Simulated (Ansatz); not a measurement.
# BeSe (F-43m): how far a G0W0 gap depends on its settings

How well converged is a G0W0 gap of the known phase of BeSe (F-43m) with 2 atoms a cell?

The runs shown are made with Ansatz 0.2.0. G0W0, plane waves. Calculated at 0 K for a non-magnetic cell.

3 further runs of the same task are left out: 1 for a known fault of the program, 2 that didn't finish.

## Step 1: The system as given

The cell was relaxed beforehand with r2SCAN.

The symmetry is F-43m (No. 216, cubic); conventional cell a = 5.162 Å, 17.19 Å³ an atom. Near Be stand 4 Se at 2.24 Å; near Se stand 4 Be at 2.24 Å.

Structure file:

```
CELL_PARAMETERS angstrom
0.00000 2.58104 2.58104
2.58104 0.00000 2.58104
2.58104 2.58104 0.00000
ATOMIC_POSITIONS crystal
Be 0.00000 0.00000 0.00000
Se 0.25000 0.25000 0.25000
```

## Step 2: From HSE06, 30 empty bands, 40 eV

The input, input.yaml:

```yaml
crystal:
  lattice:
    - [0.0, 2.5810355899, 2.5810355899]
    - [2.5810355899, 0.0, 2.5810355899]
    - [2.5810355899, 2.5810355899, 0.0]
  atoms:
    - { symbol: Be, position: [0.0, 0.0, 0.0] }
    - { symbol: Se, position: [0.25, 0.25, 0.25] }
kpoints:
  mp_grid: { grid: [4, 4, 4] }
hamiltonian:
  xc: hse06
scf:
  occupations: { method: fixed }
gw:
  n_empty_bands: 30
  ecut_chi: 40
  qp_bands: [v1, c1]
  qp_kpoints: band_edges
  screening: { model: contour_deformation }
```

Run with:

```bash
$ ansatz run input.yaml --threads 4 --pin off --max-ram 3686MiB --backend cpu --events-out ev --progress --plain --runs-dir out
```

## Step 3: From HSE06, 60 empty bands, 80 eV

input.yaml: that of step 2 with these lines changed.

```diff
@@ -15,6 +15,6 @@
 gw:
-  n_empty_bands: 30
-  ecut_chi: 40
+  n_empty_bands: 60
+  ecut_chi: 80
   qp_bands: [v1, c1]
   qp_kpoints: band_edges
-  screening: { model: contour_deformation }
+  screening: { model: godby_needs }
```

## Step 4: From LDA, 60 empty bands, 80 eV

input.yaml: that of step 3 with these lines changed.

```diff
@@ -11,3 +11,3 @@
 hamiltonian:
-  xc: hse06
+  xc: lda
 scf:
@@ -19,2 +19,2 @@
   qp_kpoints: band_edges
-  screening: { model: godby_needs }
+  screening: { model: contour_deformation }
```

## Step 5: From PBE, 60 empty bands, 80 eV, q_mesh [1, 1, 1]

input.yaml: that of step 4 with these lines changed.

```diff
@@ -11,3 +11,3 @@
 hamiltonian:
-  xc: lda
+  xc: pbe
 scf:
@@ -20 +20,2 @@
   screening: { model: contour_deformation }
+  q_mesh: [1, 1, 1]
```

Before running it: what results should come out? Wanted: for each run, start; potentials; frequencies; empty bands; cutoff; Kohn-Sham gap; G0W0 gap.

The runs gave:

| start | potentials | frequencies | empty bands | cutoff (eV) | mesh | Kohn-Sham gap (eV) | G0W0 gap (eV) |
| --- | --- | --- | --- | --- | --- | --- | --- |
| HSE06 | PAW | full | 30 | 40 | 4×4×4 | 3.50 | 3.63 |
| HSE06 | PAW | pole | 60 | 80 | 4×4×4 | 3.50 | 3.88 |
| LDA | PAW | full | 60 | 80 | 4×4×4 | 2.48 | 3.47 |
| PBE | PAW | full | 60 | 80 | 4×4×4 | 2.64 | 3.53 |

Gaps are those on each run's own mesh.

What this shows: Over the runs in the table the G0W0 gap on the mesh spans 3.47 to 3.88 eV, and the shift from the starting levels +0.14 to +0.99 eV; where more than one setting differs between two runs, no single one explains their difference. G0W0 here is at a finite number of bands, screening cutoff and k mesh, not at the basis limit.
